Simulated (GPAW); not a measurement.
# Co (P6_3/mmc) in GPAW: further runs

Runs on Co. Level: LDA. Tasks: magnons.

Program: GPAW 26.7.0. These are calculated values, not measurements. Logs are shortened: lines on timing, memory, paths and dates and some standing lists are left out, and cuts for length are marked. The log counts tension as positive stress, the text compression.

### 1 The crystal as given

Symmetry: P6_3/mmc, No. 194, hexagonal system. Conventional cell: a = 2.505 Å, b = 2.505 Å, c = 4.074 Å, α = 90.00°, β = 90.00°, γ = 120.00°. Co (site symmetry -6m2) is surrounded by 12 Co at 2.50 Å.

### 2 Magnons, LDA, collinear spin, ferromagnetic start

run.py reads:

```python
import numpy as np
from ase import Atoms
from ase.dft.bandgap import bandgap
from ase.io import write
from gpaw import GPAW, PW
from gpaw.response import ResponseContext, ResponseGroundStateAdapter
from gpaw.response.chiks import ChiKSCalculator
from gpaw.response.heisenberg import calculate_fm_magnon_energies
from gpaw.response.localft import LocalFTCalculator
from gpaw.response.mft import IsotropicExchangeCalculator
from gpaw.response.site_kernels import SphericalSiteKernels

atoms = Atoms(['Co', 'Co'],
              cell=[[2.5045299482, 0.0, 0.0],
                    [-1.2522649741, 2.1689865596, 0.0],
                    [0.0, 0.0, 4.0740599388]],
              scaled_positions=[[0.6666666667, 0.3333333333, 0.75],
                                [0.3333333333, 0.6666666667, 0.25]],
              pbc=True)
atoms.set_initial_magnetic_moments([3.0, 3.0])

calc = GPAW(mode=PW(450),
            xc='LDA',
            kpts={'size': (10, 10, 6), 'gamma': True},
            occupations={'name': 'fermi-dirac', 'width': 0.05},
            nbands=21,
            convergence={'density': 0.0001},
            maxiter=150,
            txt='gpaw.txt')
atoms.calc = calc
energy = atoms.get_potential_energy()
calc.write('gs.gpw')
write('result.traj', atoms)
print(f'Energy: {energy:.6f} eV')
print('Moments:', calc.get_magnetic_moments().round(3))
print('Fermi level:', round(calc.get_fermi_level(), 4), 'eV')
print(f'Gap: {bandgap(calc)[0]:.4f} eV, direct: {bandgap(calc, direct=True)[0]:.4f} eV')

dense = calc.fixed_density(kpts={'size': (10, 10, 6), 'gamma': True},
                           nbands=33, convergence={'bands': 27, 'eigenstates': 1e-12},
                           update_fermi_level=True, maxiter=300, txt='dense.txt')
dense.write('dense.gpw', mode='all')

sites = [0, 1]
moments = calc.get_magnetic_moments()[sites]
q_qc = np.array([[0.0, 0.0, 0.0], [0.1, 0.0, 0.0], [0.2, 0.0, 0.0], [0.3, 0.0, 0.0], [0.1, 0.1, 0.0], [0.2, 0.2, 0.0], [0.3, 0.3, 0.0]])
gs = ResponseGroundStateAdapter.from_gpw_file('dense.gpw')
context = ResponseContext(txt='mft.txt')
chiks = ChiKSCalculator(gs, context, ecut=150, nbands=27, gammacentered=True)
exchange = IsotropicExchangeCalculator(chiks, LocalFTCalculator.from_rshe_parameters(gs, context))
kernels = SphericalSiteKernels(atoms.positions[sites], [[1.187] * len(sites)])
J_qab = np.array([exchange(q_c, kernels)[..., 0] for q_c in q_qc])
E_qn = calculate_fm_magnon_energies(J_qab, q_qc, moments)
np.savetxt('exchange.dat', np.c_[q_qc, 1000 * J_qab.real.reshape((len(q_qc), -1))], fmt='%.4f')
np.savetxt('magnons.dat', np.c_[q_qc, 1000 * E_qn.real], fmt='%.4f')
for q_c, E_n in zip(q_qc, E_qn):
    print(q_c.round(4), 'magnon energies (meV):', (1000 * E_n.real).round(2))
```

Potentials or basis: the program's PAW data sets (release 1.2.1) made for this functional, pw.

Launch:

```bash
OMP_NUM_THREADS=1 python run.py
```

gpaw.txt:

```text
__  _  _
 | _ |_)|_||  |
 |__||  | ||/\| - 26.7.0

Input parameters:
  mode=PW(ecut=450.00000000000006),
  convergence={'density': 0.0001},
  kpts=MonkhorstPack(size=(10, 10, 6), gamma=True),
  maxiter=150,
  nbands=21,
  occupations=Occupations(name='fermi-dirac', width=0.05),
  xc=XC(name='LDA')

Diagonalizing LCAO Hamiltonian
Converting LCAO to pw mode

          Co

        Co

Atoms  # Å, Bohr magnetons
|   | symbol |         x |        y |        z |    initial magnetic moments |
|---|--------|-----------|----------|----------|-----------------------------|
| 0 |     Co |  1.252265 | 0.722996 | 3.055545 | ( 0.0000,  0.0000,  3.0000) |
| 1 |     Co | -0.000000 | 1.445991 | 1.018515 | ( 0.0000,  0.0000,  3.0000) |

Unit cell  # Å
| periodic |         x |        y |        z |  lengths |     angles |
|----------|-----------|----------|----------|----------|------------|
|      yes |  2.504530 | 0.000000 | 0.000000 | 2.504530 |  90.000000 |
|      yes | -1.252265 | 2.168987 | 0.000000 | 2.504530 |  90.000000 |
|      yes |  0.000000 | 0.000000 | 4.074060 | 4.074060 | 120.000000 |

Number of symmetries: 12
Symmetry operations  # r_c * U_cc + t_c -> r_c
|    | kind |            matrix            |
|----|------|------------------------------|
|  0 |  σ   |  1, 1, 0,  0,-1, 0,  0, 0, 1 |
|  1 |  S6  |  1, 1, 0, -1, 0, 0,  0, 0,-1 |
|  2 |  E   |  1, 0, 0,  0, 1, 0,  0, 0, 1 |
|  3 |  C2  |  1, 0, 0, -1,-1, 0,  0, 0,-1 |
|  4 |  C2  |  0, 1, 0,  1, 0, 0,  0, 0,-1 |
|  5 |  C3  |  0, 1, 0, -1,-1, 0,  0, 0, 1 |
|  6 |  S6  |  0,-1, 0,  1, 1, 0,  0, 0,-1 |
|  7 |  σ   |  0,-1, 0, -1, 0, 0,  0, 0, 1 |
|  8 |  σ   | -1, 0, 0,  1, 1, 0,  0, 0, 1 |
|  9 |  i   | -1, 0, 0,  0,-1, 0,  0, 0,-1 |
| 10 |  C3  | -1,-1, 0,  1, 0, 0,  0, 0, 1 |
| 11 |  C2  | -1,-1, 0,  0, 1, 0,  0, 0,-1 |

BZ-sampling:
  Number of BZ points: 600
  Number of IBZ points: 72

  Monkhorst-Pack size: [10, 10, 6]
  Monkhorst-Pack shift: [0.05, 0.05, 0.08333333333333333]

K-points  # in reciprocal-cell coordinates
|     |                                coordinates |     weight |
|-----|--------------------------------------------|------------|
|   0 | (  0.00000000,   0.00000000,   0.00000000) | 0.00166667 |
|   1 | (  0.00000000,   0.00000000,   0.16666667) | 0.00333333 |
|   2 | (  0.00000000,   0.00000000,   0.33333333) | 0.00333333 |
|   3 | (  0.00000000,   0.00000000,   0.50000000) | 0.00166667 |
|   4 | (  0.10000000,   0.00000000,  -0.33333333) | 0.01000000 |
|   5 | (  0.10000000,   0.00000000,  -0.16666667) | 0.01000000 |
|   6 | (  0.10000000,   0.00000000,   0.00000000) | 0.01000000 |
|   7 | (  0.10000000,   0.00000000,   0.16666667) | 0.01000000 |
|   8 | (  0.10000000,   0.00000000,   0.33333333) | 0.01000000 |
|   9 | (  0.10000000,   0.00000000,   0.50000000) | 0.01000000 |
| ... |                                            |            |
|  71 | (  0.50000000,   0.50000000,   0.50000000) | 0.00500000 |

Plane wave coefficients: 497
Cutoff: 450.00000000000006 eV

Spin-components: 2 (collinear spins)
Bands:           21
Projectors:      12
Spin-degeneracy: 1
Datatype:        complex128

Parallelization:
  kpt:    1
  domain: 1
  band:   1

Density:
  Valence electrons: 18.0
  Components: 2
  Grid points: [14 14 20]
  Charge: 0.0  # |e|

Potential:
  Grid points: [14 14 20]

species:
  Co:
    name:    Cobalt
    Z:       27.0
    valence: 9
    core:    18
    charge:  0.0  # [|e|]
    compensation charges:
      type: gauss
      rc: 0.32  # [Å]
      lmax: 2
    cutoffs:
      filter: 1.87  # [Å]
      core: 2.55  # [Å]
    projectors
    | kind |    occ | energy [eV] | rcut [Å] |
    |------|--------|-------------|----------|
    |   4s |  2.000 |      -5.672 |    1.005 |
    |   4p |  0.000 |      -1.387 |    1.058 |
    |   3d |  7.000 |      -8.461 |    1.005 |
    |    s |        |      21.539 |    1.005 |
    |    p |        |      25.825 |    1.058 |
    |    d |        |      18.750 |    1.005 |

    Using partial waves for Co as LCAO basis

Reference energy: -75676.533408  # eV

eigensolver:
  PPCG
  Converge bands: occupied
  niter=2

density mixing:
  MSR1-Mixer
  Pratt-step length: 0.05
  Maximum mixing coefficient: 0.75
  Old densities: 10
  SVD Regularization: 0.005
  Good broyden scale: 1.0
  Trust region scale: 1.0
  Backstep threshold: 4.0
  History deletion threshold: 6.0
  Fourier metric: weight=20.0, sigma=0.015

occupation numbers:
  Fermi-Dirac:
    width: 0.0500  # eV

poisson solver:
  ecut: 3600.0000000000005  # eV

xc functional:
  name: None

convergence criteria:
- Maximum integral of absolute [dens]ity change: 0.0001 electrons / valence electron
- Maximum [total energy] change in last 3 cyles: 0.0005 eV / valence electron
- Maximum integral of absolute [eigenst]ate change: 4e-08 eV^2 / valence electron
maximum number of iterations: 150

SCF iterations
|iter     | |      energy | eigst |  dens |  magmom |
|---------|-|-------------|-------|-------|---------|
|iter:   1| |  -17.850523 | +0.36 |       |  +6.0083|
|iter:   2| |  -17.878635 | -2.10 | -0.79 |  +5.8902|
|iter:   3| |  -18.339517 | -2.86 | -0.82 |  +4.1963|
|iter:   4| |  -18.366855 | -2.59 | -1.19 |  +3.2031|
|iter:   5| |  -18.367595 | -4.32 | -2.14 |  +3.2432|
|iter:   6| |  -18.367985c| -5.05 | -2.44 |  +3.2797|
|iter:   7| |  -18.367991c| -6.39 | -3.25 |  +3.2816|
|iter:   8| |  -18.367991c| -7.37 | -3.78 |  +3.2827|
|iter:   9| |  -18.367991c| -7.74c| -4.45c|  +3.2830|

Converged in 9 steps
Energy contributions relative to reference atoms: (reference = -75676.533408)

Energy contributions:
  Kinetic:          13.328817
  Coulomb:         -11.029121
  Zero:              0.350072
  External:          0.000000
  Xc:              -21.009740
  Entropy:          -0.016038
  Spinorbit:         0.000000
  ----------------------------
  Free energy:     -18.376010
  Extrapolated:    -18.367991

dipole moment: (-0.000001, -0.000002, -0.000004)  # |e|*Ang

Total magnetic moment: (0.000000, 0.000000, 3.282952)

Local magnetic moments
|        x |        y |        z |
|----------|----------|----------|
| 0.000000 | 0.000000 | 1.680938 |  # Co   0
| 0.000000 | 0.000000 | 1.680938 |  # Co   1

Fermi level: 9.891
Eigenvalues  # (at kpt = [0.000, 0.000, 0.000])
| band index |      eig [eV] | occ [0-1] |      eig [eV] | occ [0-1] |
|------------|---------------|-----------|---------------|-----------|
|          0 |         0.956 |     1.000 |         1.137 |     1.000 |
|        ... |               |           |               |           |
|          3 |         7.439 |     1.000 |         9.000 |     1.000 |
|          4 |         7.439 |     1.000 |         9.000 |     1.000 |
|          5 |         7.734 |     1.000 |         9.343 |     1.000 |
|          6 |         7.734 |     1.000 |         9.343 |     1.000 |
|          7 |         8.115 |     1.000 |         9.783 |     0.896 |
|          8 |         8.115 |     1.000 |         9.783 |     0.896 |
[... 8 lines left out ...]
|         17 |        35.305 |     0.000 |        35.331 |     0.000 |
|         18 |        35.329 |     0.000 |        35.817 |     0.000 |
|        ... |               |           |               |           |
|         20 |        39.610 |     0.000 |        40.527 |     0.000 |

No gap
No difference between direct/indirect transitions
# Writing to gs.gpw (mode='')
```

Wall time 6.7 min (1 thread of Arm Neoverse V1, shared host); peak memory 0.35 GiB.

Results:

```
Free energy            : -18.3760 eV
Band gap on the k mesh : none (metal or under the smearing width)
Net moment             : 3.28 μB per cell
Site moments           : Co +1.68 μB
```

Caveat: the number of bands moves the energies at small q by some ten meV; the exchange constants hang on this mesh and on the site radius; magnon energies are noisy on this mesh.

### 3 Magnons, LDA, collinear spin, ferromagnetic start

This run uses another cell than the first one, of 11.28 Å³/atom, 1.019 times its volume.

Edit run.py of step 2 so:

```diff
@@ -13,5 +13,5 @@
 atoms = Atoms(['Co', 'Co'],
-              cell=[[2.5045299482, 0.0, 0.0],
-                    [-1.2522649741, 2.1689865596, 0.0],
-                    [0.0, 0.0, 4.0740599388]],
+              cell=[[2.5204827983, 0.0, 0.0],
+                    [-1.2602413992, 2.1828021331, 0.0],
+                    [0.0, 0.0, 4.1000100648]],
               scaled_positions=[[0.6666666667, 0.3333333333, 0.75],
@@ -50,3 +50,3 @@
 exchange = IsotropicExchangeCalculator(chiks, LocalFTCalculator.from_rshe_parameters(gs, context))
-kernels = SphericalSiteKernels(atoms.positions[sites], [[1.187] * len(sites)])
+kernels = SphericalSiteKernels(atoms.positions[sites], [[1.194] * len(sites)])
 J_qab = np.array([exchange(q_c, kernels)[..., 0] for q_c in q_qc])
```

Potentials or basis: the program's PAW data sets (release 1.2.1) made for this functional, pw.

Launch:

```bash
OMP_NUM_THREADS=1 python run.py
```

gpaw.txt:

```text
__  _  _
 | _ |_)|_||  |
 |__||  | ||/\| - 26.7.0

Input parameters:
  mode=PW(ecut=450.00000000000006),
  convergence={'density': 0.0001},
  kpts=MonkhorstPack(size=(10, 10, 6), gamma=True),
  maxiter=150,
  nbands=21,
  occupations=Occupations(name='fermi-dirac', width=0.05),
  xc=XC(name='LDA')

Diagonalizing LCAO Hamiltonian
Converting LCAO to pw mode

          Co

        Co

Atoms  # Å, Bohr magnetons
|   | symbol |         x |        y |        z |    initial magnetic moments |
|---|--------|-----------|----------|----------|-----------------------------|
| 0 |     Co |  1.260241 | 0.727601 | 3.075008 | ( 0.0000,  0.0000,  3.0000) |
| 1 |     Co | -0.000000 | 1.455201 | 1.025003 | ( 0.0000,  0.0000,  3.0000) |

Unit cell  # Å
| periodic |         x |        y |        z |  lengths |     angles |
|----------|-----------|----------|----------|----------|------------|
|      yes |  2.520483 | 0.000000 | 0.000000 | 2.520483 |  90.000000 |
|      yes | -1.260241 | 2.182802 | 0.000000 | 2.520483 |  90.000000 |
|      yes |  0.000000 | 0.000000 | 4.100010 | 4.100010 | 120.000000 |

Number of symmetries: 12
Symmetry operations  # r_c * U_cc + t_c -> r_c
|    | kind |            matrix            |
|----|------|------------------------------|
|  0 |  σ   |  1, 1, 0,  0,-1, 0,  0, 0, 1 |
|  1 |  S6  |  1, 1, 0, -1, 0, 0,  0, 0,-1 |
|  2 |  E   |  1, 0, 0,  0, 1, 0,  0, 0, 1 |
|  3 |  C2  |  1, 0, 0, -1,-1, 0,  0, 0,-1 |
|  4 |  C2  |  0, 1, 0,  1, 0, 0,  0, 0,-1 |
|  5 |  C3  |  0, 1, 0, -1,-1, 0,  0, 0, 1 |
|  6 |  S6  |  0,-1, 0,  1, 1, 0,  0, 0,-1 |
|  7 |  σ   |  0,-1, 0, -1, 0, 0,  0, 0, 1 |
|  8 |  σ   | -1, 0, 0,  1, 1, 0,  0, 0, 1 |
|  9 |  i   | -1, 0, 0,  0,-1, 0,  0, 0,-1 |
| 10 |  C3  | -1,-1, 0,  1, 0, 0,  0, 0, 1 |
| 11 |  C2  | -1,-1, 0,  0, 1, 0,  0, 0,-1 |

BZ-sampling:
  Number of BZ points: 600
  Number of IBZ points: 72

  Monkhorst-Pack size: [10, 10, 6]
  Monkhorst-Pack shift: [0.05, 0.05, 0.08333333333333333]

K-points  # in reciprocal-cell coordinates
|     |                                coordinates |     weight |
|-----|--------------------------------------------|------------|
|   0 | (  0.00000000,   0.00000000,   0.00000000) | 0.00166667 |
|   1 | (  0.00000000,   0.00000000,   0.16666667) | 0.00333333 |
|   2 | (  0.00000000,   0.00000000,   0.33333333) | 0.00333333 |
|   3 | (  0.00000000,   0.00000000,   0.50000000) | 0.00166667 |
|   4 | (  0.10000000,   0.00000000,  -0.33333333) | 0.01000000 |
|   5 | (  0.10000000,   0.00000000,  -0.16666667) | 0.01000000 |
|   6 | (  0.10000000,   0.00000000,   0.00000000) | 0.01000000 |
|   7 | (  0.10000000,   0.00000000,   0.16666667) | 0.01000000 |
|   8 | (  0.10000000,   0.00000000,   0.33333333) | 0.01000000 |
|   9 | (  0.10000000,   0.00000000,   0.50000000) | 0.01000000 |
| ... |                                            |            |
|  71 | (  0.50000000,   0.50000000,   0.50000000) | 0.00500000 |

Plane wave coefficients: 525
Cutoff: 450.00000000000006 eV

Spin-components: 2 (collinear spins)
Bands:           21
Projectors:      12
Spin-degeneracy: 1
Datatype:        complex128

Parallelization:
  kpt:    1
  domain: 1
  band:   1

Density:
  Valence electrons: 18.0
  Components: 2
  Grid points: [14 14 21]
  Charge: 0.0  # |e|

Potential:
  Grid points: [14 14 21]

species:
  Co:
    name:    Cobalt
    Z:       27.0
    valence: 9
    core:    18
    charge:  0.0  # [|e|]
    compensation charges:
      type: gauss
      rc: 0.32  # [Å]
      lmax: 2
    cutoffs:
      filter: 1.87  # [Å]
      core: 2.55  # [Å]
    projectors
    | kind |    occ | energy [eV] | rcut [Å] |
    |------|--------|-------------|----------|
    |   4s |  2.000 |      -5.672 |    1.005 |
    |   4p |  0.000 |      -1.387 |    1.058 |
    |   3d |  7.000 |      -8.461 |    1.005 |
    |    s |        |      21.539 |    1.005 |
    |    p |        |      25.825 |    1.058 |
    |    d |        |      18.750 |    1.005 |

    Using partial waves for Co as LCAO basis

Reference energy: -75676.533408  # eV

eigensolver:
  PPCG
  Converge bands: occupied
  niter=2

density mixing:
  MSR1-Mixer
  Pratt-step length: 0.05
  Maximum mixing coefficient: 0.75
  Old densities: 10
  SVD Regularization: 0.005
  Good broyden scale: 1.0
  Trust region scale: 1.0
  Backstep threshold: 4.0
  History deletion threshold: 6.0
  Fourier metric: weight=20.0, sigma=0.015

occupation numbers:
  Fermi-Dirac:
    width: 0.0500  # eV

poisson solver:
  ecut: 3600.0000000000005  # eV

xc functional:
  name: None

convergence criteria:
- Maximum integral of absolute [dens]ity change: 0.0001 electrons / valence electron
- Maximum [total energy] change in last 3 cyles: 0.0005 eV / valence electron
- Maximum integral of absolute [eigenst]ate change: 4e-08 eV^2 / valence electron
maximum number of iterations: 150

SCF iterations
|iter     | |      energy | eigst |  dens |  magmom |
|---------|-|-------------|-------|-------|---------|
|iter:   1| |  -17.795052 | +0.36 |       |  +6.0083|
|iter:   2| |  -17.824885 | -2.12 | -0.80 |  +5.8916|
|iter:   3| |  -18.318120 | -2.89 | -0.83 |  +4.1094|
|iter:   4| |  -18.312529 | -2.38 | -1.19 |  +3.1909|
|iter:   5| |  -18.312409c| -3.97 | -1.99 |  +3.2623|
|iter:   6| |  -18.312788c| -5.22 | -2.46 |  +3.2965|
|iter:   7| |  -18.312818c| -6.02 | -3.02 |  +3.3027|
|iter:   8| |  -18.312818c| -7.33 | -3.78 |  +3.3037|
|iter:   9| |  -18.312818c| -7.73c| -4.41c|  +3.3040|

Converged in 9 steps
Energy contributions relative to reference atoms: (reference = -75676.533408)

Energy contributions:
  Kinetic:          11.599452
  Coulomb:          -9.646931
  Zero:              0.345496
  External:          0.000000
  Xc:              -20.602835
  Entropy:          -0.016000
  Spinorbit:         0.000000
  ----------------------------
  Free energy:     -18.320818
  Extrapolated:    -18.312818

dipole moment: (-0.000001, -0.000002, -0.000004)  # |e|*Ang

Total magnetic moment: (0.000000, 0.000000, 3.304033)

Local magnetic moments
|        x |        y |        z |
|----------|----------|----------|
| 0.000000 | 0.000000 | 1.692985 |  # Co   0
| 0.000000 | 0.000000 | 1.692985 |  # Co   1

Fermi level: 9.628
Eigenvalues  # (at kpt = [0.000, 0.000, 0.000])
| band index |      eig [eV] | occ [0-1] |      eig [eV] | occ [0-1] |
|------------|---------------|-----------|---------------|-----------|
|          0 |         0.801 |     1.000 |         0.979 |     1.000 |
|        ... |               |           |               |           |
|          3 |         7.187 |     1.000 |         8.759 |     1.000 |
|          4 |         7.187 |     1.000 |         8.759 |     1.000 |
|          5 |         7.477 |     1.000 |         9.097 |     1.000 |
|          6 |         7.477 |     1.000 |         9.097 |     1.000 |
|          7 |         7.836 |     1.000 |         9.514 |     0.907 |
|          8 |         7.836 |     1.000 |         9.514 |     0.907 |
[... 8 lines left out ...]
|         17 |        34.741 |     0.000 |        34.833 |     0.000 |
|         18 |        34.741 |     0.000 |        35.224 |     0.000 |
|        ... |               |           |               |           |
|         20 |        39.461 |     0.000 |        39.959 |     0.000 |

No gap
No difference between direct/indirect transitions
# Writing to gs.gpw (mode='')
```

stdout:

```text
Energy: -18.312818 eV
Moments: [1.693 1.693]
Fermi level: 9.6281 eV
Gap: 0.0000 eV, direct: 0.0000 eV
[0. 0. 0.] magnon energies (meV): [460.78   0.  ]
[0.1 0.  0. ] magnon energies (meV): [457.93  43.78]
[0.2 0.  0. ] magnon energies (meV): [480.71 166.6 ]
[0.3 0.  0. ] magnon energies (meV): [491.02 317.53]
[0.1 0.1 0. ] magnon energies (meV): [472.84 131.65]
[0.2 0.2 0. ] magnon energies (meV): [509.99 368.6 ]
[0.3 0.3 0. ] magnon energies (meV): [472.69 438.41]
```

Run time: 8.1 min. Hardware: 1 thread of Arm Neoverse V1, shared host; peak memory 0.36 GiB.

What came out:

```
Free energy            : -18.3208 eV
Band gap on the k mesh : none (metal or under the smearing width)
Net moment             : 3.30 μB per cell
Site moments           : Co +1.69 μB
```

Caveat: the number of bands moves the energies at small q by some ten meV; the exchange constants hang on this mesh and on the site radius; magnon energies are noisy on this mesh.
